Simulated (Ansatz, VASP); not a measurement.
**One calculation of NaCl, two programs**

File INCAR:

```
SYSTEM = NaCl
ALGO = Normal
EDIFF = 1E-6
ENCUT = 520
GGA = RP
ISIF = 2
ISMEAR = -1
LASPH = .True.
LCHARG = .False.
LREAL = .False.
LWAVE = .False.
NBANDS = 14
NELM = 80
PREC = Accurate
SIGMA = 0.05
```

The input KPOINTS:

```
k-points
0
Gamma
  8 8 8
  0 0 0
```

Contents of POSCAR:

```
NaCl
1.0
    0.0000000000      2.7940632177      2.7940632177
    2.7940632177      0.0000000000      2.7940632177
    2.7940632177      2.7940632177      0.0000000000
Cl Na
1 1
Direct
    0.5000000000      0.5000000000      0.5000000000
    0.0000000000      0.0000000000      0.0000000000
```

input.yaml

```yaml
crystal:
  lattice:
    - [0.0, 2.7940632177, 2.7940632177]
    - [2.7940632177, 0.0, 2.7940632177]
    - [2.7940632177, 2.7940632177, 0.0]
  atoms:
    - { symbol: Cl, position: [0.5, 0.5, 0.5] }
    - { symbol: Na, position: [0.0, 0.0, 0.0] }
hamiltonian:
  xc: rpbe
  pseudopotentials: { kind: paw }
kpoints:
  mp_grid: { grid: [8, 8, 8] }
  band_path:
    path:
      - [[0.0, 0.0, 0.0], [0.5, 0.0, 0.5], [0.5, 0.25, 0.75], [0.375, 0.375, 0.75], [0.0, 0.0, 0.0], [0.5, 0.5, 0.5], [0.625, 0.25, 0.625], [0.5, 0.25, 0.75], [0.5, 0.5, 0.5], [0.375, 0.375, 0.75]]
      - [[0.625, 0.25, 0.625], [0.5, 0.0, 0.5]]
    npoints: 14
scf:
  occupations: { method: fermi_dirac, width: 0.05 }
  n_extra_bands: 6
output:
  forces: true
  stress: true
  eigenvalues: true
  fatbands: false
```

The cell is a database's computed one.

Alike in both runs: functional RPBE; k mesh 8 × 8 × 8; occupations fermi-dirac, width 0.05 eV; no spin polarisation.

|  | VASP | Ansatz |
| --- | --- | --- |
| version | VASP 6.6.1 | Ansatz 0.2.0 |
| potentials or method | VASP PAW PBE potentials, release 64 (Cl, Na_pv) | Ansatz PAW |
| plane-wave cutoff (eV) | 520 | 420 |
| valence electrons in the cell | 14 | 16 |
| task | single point | band structure |

|  | VASP | Ansatz | Ansatz less VASP |
| --- | --- | --- | --- |
| gap on the k mesh at the Fermi level (eV) | 5.54 | 5.54 | -0.003 |
| least direct gap on the mesh (eV) | 5.54 | 5.54 | -0.003 |
| pressure (GPa) | 3.5 | 3.5 | +0.04 |

The two sets of potentials don't hold the same shells in valence.

Caveats: the PAW data sets were made with another functional, which shifts forces and pressure a little (VASP); the PAW data sets come from PBE, with cores solved anew for the run's functional, which leaves a small shift of forces and pressure (Ansatz). A k mesh can miss the band edges.
